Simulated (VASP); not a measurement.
## LiF (Griceite): dielectric tensor with PBE

**The experiment to reproduce.**

A printed reference work, monograph reports, for a bulk crystal of LiF: high-frequency dielectric constant 1.93.

Crystal: LiF (Griceite).

```
Li F
1.0
     0.00000    2.02642    2.02642
     2.02642    0.00000    2.02642
     2.02642    2.02642    0.00000
Li F
1 1
Direct
  0.00000 0.00000 0.00000
  0.50000 0.50000 0.50000
```

```json
{
  "Program": "VASP 6.6.1",
  "Task": "dielectric tensor",
  "Functional": "PBE",
  "Potentials or basis": "VASP PAW PBE potentials, release 64 (Li_sv, F)",
  "Cutoff": "600 eV",
  "k mesh": "20 × 20 × 20",
  "Occupations": "gaussian, width 0.03 eV",
  "Spin": "no spin polarisation",
  "Monkhorst-Pack mesh": "yes",
  "Further INCAR settings": "ALGO = Fast; EDIFF = 1e-08"
}
```

```yaml
Electronic_dielectric_tensor_diagonal: 2.05
Born_charges_mean_of_the_diagonal: Li +1.05; F -1.05 e
```

Levels at points of the mesh, in eV from the valence-band top:
| k point | band 2 | band 3 | band 4 | band 5 | band 6 | band 7 | band 8 | band 9 |
| --- | --- | --- | --- | --- | --- | --- | --- | --- |
| (0.03, 0.03, 0.03) | -19.92 | -0.02 | 0.00 | 0.00 | 8.95 | 23.26 | 23.54 | 23.54 |

Electronic dielectric tensor:
```
2.05 0.00 0.00
0.00 2.05 0.00
0.00 0.00 2.05
```

Born effective charge tensors (e):
atom 1, Li
```
1.05 0.00 0.00
0.00 1.05 0.00
0.00 0.00 1.05
```
atom 2, F
```
-1.05  0.00  0.00
 0.00 -1.05  0.00
 0.00  0.00 -1.05
```

It took 19 min on 1 thread of Intel(R) Xeon(R) Platinum 8559C (Emerald Rapids) (shared host), peak memory 0.95 GiB.

Measured high-frequency dielectric constant of LiF: 1.93 (a printed reference work, monograph). This calculation gives 2.05 (+6.3 %).
